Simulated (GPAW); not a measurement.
The system is GaP.

```
Ga P
1.0
     0.00000    2.72525    2.72525
     2.72525    0.00000    2.72525
     2.72525    2.72525    0.00000
Ga P
1 1
Cartesian
  0.0000 0.0000 0.0000
  1.3626 1.3626 1.3626
```

Program: GPAW 26.7.0. Alike in all runs: task band structure; spin SOC, no magnetisation; cell as given; k mesh 8 × 8 × 8; cutoff (eV) 600; smearing fermi-dirac 0.05 eV.

Order these runs on this cell by their band gap on the k mesh, lowest first.
A. level TASK; potentials or basis GPAW PAW data sets (gpaw-data 1.2.1), pw; band points 80
B. level OLYP; potentials or basis PAW data sets generated in the run's folder for this functional, pw; band points 60; eigensolver davidson
C. level BP86; potentials or basis PAW data sets generated in the run's folder for this functional, pw; band points 60
D. level PBEsol; potentials or basis PAW data sets generated in the run's folder for this functional, pw; band points 60

D (1.50 eV), C (1.65 eV), B (1.93 eV), A (2.40 eV).

Caveats: spin-orbit coupling was added after a scalar SCF, so levels and gaps hold it while energy, forces, pressure and moments don't; this program's spin-orbit splittings come out too wide for heavy elements.

A k mesh can miss the band edges.

Not every run made on this cell is shown here.
